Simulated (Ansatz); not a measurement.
InN (wurtzite)

```xyz
4
Lattice="3.5475 0.0000 0.0000 -1.7737 3.0722 0.0000 0.0000 0.0000 5.7226" Properties=species:S:1:pos:R:3 pbc="T T T"
In     1.7737     1.0241     0.0129
In     0.0000     2.0481     2.8742
N      1.7737     1.0241     3.5648
N      0.0000     2.0481     0.7035
```

In this cell atom 4 (N, nearest neighbour In at 2.161 Å; its periodic images, 3.5 Å or more away, move with it) is moved by s along Cartesian x, unit vector (1.000, 0.000, 0.000); all other atoms and the cell stay fixed.

The numbers are results of r2SCAN (plane waves to 500 eV, PAW, scalar-relativistic; Ansatz, an electronic-structure program), not measurements. k mesh 9×9×5 (Γ-centred), Fermi-Dirac smearing 0.05 eV. The energy includes the smearing's −TS. InN was relaxed with its symmetry unable to fall. The zero of ΔE is the undisplaced structure.

```json
[
 {"s (Å)": "-0.650", "ΔE (meV/cell)": "2984"},
 {"s (Å)": "-0.520", "ΔE (meV/cell)": "withheld"},
 {"s (Å)": "-0.390", "ΔE (meV/cell)": "908"},
 {"s (Å)": "-0.260", "ΔE (meV/cell)": "379"},
 {"s (Å)": "-0.130", "ΔE (meV/cell)": "91"},
 {"s (Å)": "0.000", "ΔE (meV/cell)": "0"},
 {"s (Å)": "0.130", "ΔE (meV/cell)": "91"},
 {"s (Å)": "0.260", "ΔE (meV/cell)": "379"},
 {"s (Å)": "0.390", "ΔE (meV/cell)": "908"},
 {"s (Å)": "0.520", "ΔE (meV/cell)": "withheld"},
 {"s (Å)": "0.650", "ΔE (meV/cell)": "2984"}
]
```

**Question.** Fit an even polynomial form (powers 2, 4) to the given rows and predict ΔE at s = -0.520.

**Answer.** Least squares on the 9 given rows: ΔE = (5348)·s² + (4060)·s⁴, in meV/cell with s in Å; root-mean-square residual 0.7 meV/cell. At -0.520 the fit gives 1743 meV/cell; the calculation gives 1747 meV/cell, so the interpolation is off by -4 (-0.2 %). The quadratic term alone would give 1446 meV/cell.

(A displaced cell: forces are minus the slopes of the energy, force constants its curvatures, and phonons follow from these.)
